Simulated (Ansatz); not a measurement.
## Ligand exchange: Sn(CH3)4 + C2H3IO → Sn(CH3)3I + C3H6O

Gas-phase species: Sn(CH3)4 (tetramethyltin), singlet; C2H3IO `CC(=O)I`, singlet; Sn(CH3)3I (iodotrimethylstannane), singlet; C3H6O (acetone) `CC(C)=O`, singlet. The partners trade CH3 for I: Sn–CH3 and C–I bonds give way to Sn–I and C–CH3.

Shapes, held fixed at every level: PBE0-D4/def2-TZVP. Programs: Ansatz 0.2.0. Electronic energies: no zero-point or thermal term.

```csv
level,kind,ΔE (kJ/mol),less CCSD(T)/def2-TZVPP
HF/def2-SVP,Hartree–Fock,-194.2,-60.0
HF/def2-TZVPP,Hartree–Fock,-183.1,-48.9
BHLYP-D4/def2-TZVPP,global hybrid,-159.2,-25.0
PBE0-D4/def2-TZVPP,global hybrid,-141.7,-7.5
r2SCAN0-D4/def2-TZVPP,global hybrid,-147.0,-12.8
wB97M-V/def2-TZVPP,range-separated hybrid,-145.1,-10.9
CCSD/def2-SVP,coupled cluster or CI,-160.7,-26.5
CCSD(T)/def2-TZVPP,coupled cluster or CI,-134.2,0.0
```

The highest level, CCSD(T)/def2-TZVPP, gives ΔE = -134.2 kJ/mol; the levels span -194.2 to -134.2. The column of differences is taken from that level and isn't an error. No measured value is set beside it here. For atoms past krypton def2 sets carry core potentials with scalar relativity. Outer-core shells of I, Sn are correlated, in sets that cover them unevenly. CCSD(T)/def2-TZVPP lies outside the range of the other correlated levels here, so it shouldn't be taken on trust.

Trading CH3 for iodine is strongly exothermic at every level, so the direction of the exchange is secure even though its exact size is not. The main driving force is on carbon: a weak acyl C–I bond, with poor overlap between carbon and iodine's diffuse 5p orbital, gives way to a strong C–C bond. On tin, a modestly strong Sn–C bond is replaced by a polar Sn–I bond, which suits the electropositive metal and keeps the cost on that side small.

Hartree–Fock exaggerates the energy release. In the same def2-SVP basis, CCSD brings it from -194.2 to -160.7 kJ/mol, so correlation favours the reactants, probably because the covalent C–I bond gains more from it than the more polar Sn–I bond. The further drop to CCSD(T) mixes triples with a larger basis and can't be credited to triples alone; Hartree–Fock also becomes less exothermic in the larger basis. None of this shows how fast the exchange would run, since no barrier was computed.
